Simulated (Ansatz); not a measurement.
Wanted: the native input for an Ansatz 0.2.0 run.

```yaml
Task: relaxation of cell and atoms
Functional: PBE
Potentials_or_basis: Ansatz PAW
Cutoff: "420 eV (not typed: the program's choice for these potentials)"
k_mesh: 10 × 10 × 8
Occupations: fermi-dirac, width 0.05 eV
Spin: no spin polarisation
```

MgB2:

```xyz
3
Lattice="3.0850 0.0000 0.0000 -1.5425 2.6717 0.0000 0.0000 0.0000 3.5230" Properties=species:S:1:pos:R:3 pbc="T T T"
Mg    0.0000    0.0000    0.0000
B     1.5425    0.8906    1.7615
B     0.0000    1.7811    1.7615
```

One way to write it, as run:

input.yaml

```yaml
crystal:
  lattice:
    - [3.085, 0.0, 0.0]
    - [-1.5425, 2.6716883707, 0.0]
    - [0.0, 0.0, 3.523]
  atoms:
    - { symbol: Mg, position: [0.0, 0.0, 0.0] }
    - { symbol: B, position: [0.6666666667, 0.3333333333, 0.5] }
    - { symbol: B, position: [0.3333333333, 0.6666666667, 0.5] }
hamiltonian:
  xc: pbe
  pseudopotentials: { kind: paw }
kpoints:
  mp_grid: { grid: [10, 10, 8] }
scf:
  occupations: { method: fermi_dirac, width: 0.05 }
output:
  forces: true
  stress: true
  eigenvalues: true
relax:
  f_tol: 0.01
  max_steps: 40
  cell: { stress_tol: 0.05 }
```

Potentials or basis: Ansatz PAW.

Launch:

```sh
$ ansatz run input.yaml --threads 2 --pin off --max-ram 5632MiB --backend cpu --events-out ev --progress --plain --runs-dir out
```

It gave:

| Item | Value |
| --- | --- |
| Relaxed volume | 9.62 Å³/atom |
| Relaxed cell | a = 3.080 Å, b = 3.080 Å, c = 3.512 Å, α = 90.00°, β = 90.00°, γ = 120.00° |
| Space group after relaxing (to 0.05 Å) | P6/mmm (No. 191) |
| Energy gained by relaxing | 0.2 meV/atom |
| Ionic steps | 4 |
| Pressure after relaxing | 0.0 GPa |
| Band gap on the k mesh | none (metal or under the smearing width) |

Caveat: the plane-wave basis is chosen anew once the cell has moved, so the energies of steps on either side of that aren't comparable.

Run time: 4.2 s on 2 threads of Intel(R) Xeon(R) Processor @ 2.70GHz, with other jobs on the host, peak memory 0.34 GiB.
